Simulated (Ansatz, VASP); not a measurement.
**Two plane-wave programs on Au**

```
Au
1.0
     0.00000    2.03500    2.03500
     2.03500    0.00000    2.03500
     2.03500    2.03500    0.00000
Au
1
Direct
  0.00000 0.00000 0.00000
```

Alike in both runs: task relaxation of cell and atoms; functional r2SCAN; dispersion rVV10; k mesh 11 × 11 × 11; occupations fermi-dirac, width 0.05 eV; no spin polarisation.

|  | VASP | Ansatz |
| --- | --- | --- |
| version | VASP 6.6.1 | Ansatz 0.2.0 |
| potentials or method | VASP PAW PBE potentials, release 64 (Au) | Ansatz PAW |
| plane-wave cutoff (eV) | 600 | 500 |
| valence electrons in the cell | 11 | 19 |

|  | VASP | Ansatz | Ansatz less VASP |
| --- | --- | --- | --- |
| relaxed volume (Å³/atom) | 17.36 | 17.22 | -0.142 |
| relaxed cell length with the largest relative difference (Å) | 2.907 | 2.899 | -0.0080 |
| energy change over the relaxation (meV/atom) | -8 | -4 | +3.7 |

The two sets of potentials don't hold the same shells in valence.

Caveats: the PAW data sets were made with another functional, which shifts forces and pressure a little (VASP); the plane-wave basis is chosen anew once the cell has moved, so the energies of steps on either side of that aren't comparable (Ansatz); the PAW data sets come from PBE, with cores solved anew for the run's functional, which leaves a small shift of forces and pressure (Ansatz). Spin-orbit coupling is left out, which matters for the levels of Au. Zero-point motion and thermal expansion aren't in these numbers.
